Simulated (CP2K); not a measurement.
## As under changes of volume

One of the cells (19.764 Å³/atom); the others are scaled copies at fixed shape and fractional positions:

```
As
1.0
     2.70368    0.00000    0.00000
     0.00000    2.70368    0.00000
     0.00000    0.00000    2.70368
As
1
Direct
  0.50000 0.50000 0.50000
```

This isn't the form of As at room conditions, which is rhombohedral.

* Program: CP2K 2026.2
* Functional: r2SCAN
* Potentials or basis: POTENTIAL_UZH As GTH-SCAN-q5; TZVP-MOLOPT-SCAN-GTH basis
* Density cutoff: 9184 eV
* k mesh: 10 × 10 × 10
* Occupations: fermi-dirac, width 0.01 eV
* Spin: no spin polarisation

```csv
volume (Å³/atom),energy over the lowest point (meV/atom),pressure (GPa)
18.578,11.95,4.6
18.973,3.33,2.4
19.368,0.00,0.4
19.764,1.40,-1.4
20.159,?,?
20.554,15.04,-4.1
20.949,26.81,-5.4
```

**Question.** What does the run at 20.159 Å³/atom give?

**Answer.** Energy over the lowest point 6.71 meV/atom; pressure -2.8 GPa.

Worked out: A Birch-Murnaghan fit of order 3 (a polynomial in V^(-2/3)) to the other rows has its minimum at 19.45 Å³/atom with B0 = V·E''(V) = 88 GPa and B' = 5.8. It gives 6.49 meV/atom at 20.159 Å³/atom, against the run's 6.71, and -dE/dV = -2.8 GPa, against -2.8.

Energies are extrapolated to zero smearing.

Caveats: the basis of atomic orbitals isn't converged, which shifts pressures, moduli and gaps.
